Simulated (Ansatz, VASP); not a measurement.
**AgCl: VASP beside Ansatz**

```
CELL_PARAMETERS angstrom
0.00000 2.77315 2.77315
2.77315 0.00000 2.77315
2.77315 2.77315 0.00000
ATOMIC_POSITIONS crystal
Ag 0.50000 0.50000 0.50000
Cl 0.08114 0.91886 0.91886
```

Alike in both runs: task single point; functional PBEsol; k mesh 8 × 8 × 8; occupations gaussian, width 0.05 eV; no spin polarisation.

|  | VASP | Ansatz |
| --- | --- | --- |
| version | VASP 6.6.1 | Ansatz 0.2.0 |
| potentials or method | VASP PAW PBE potentials, release 64 (Ag, Cl) | scalar-relativistic, plane waves, PAW |
| plane-wave cutoff (eV) | 520 | 420 |
| valence electrons in the cell | 18 | 26 |

Ansatz gave:

```
gap on the k mesh at the Fermi level (eV)       : 1.00
least direct gap on the mesh (eV)               : 1.65
pressure (GPa)                                  : 1.5
largest component of the traceless stress (GPa) : 7.62
rms of the force components (eV/Å)              : 0.717
```

Problem. Estimate VASP's values.

Solution. gap on the k mesh at the Fermi level (eV): 1.00; least direct gap on the mesh (eV): 1.65; pressure (GPa): 1.4; largest component of the traceless stress (GPa): 7.59; rms of the force components (eV/Å): 0.713.

Atom by atom the forces differ by 0.004 eV/Å (rms over components). The two sets of potentials don't hold the same shells in valence.

Caveats: the PAW data sets were made with another functional, which shifts forces and pressure a little (VASP). A k mesh can miss the band edges.
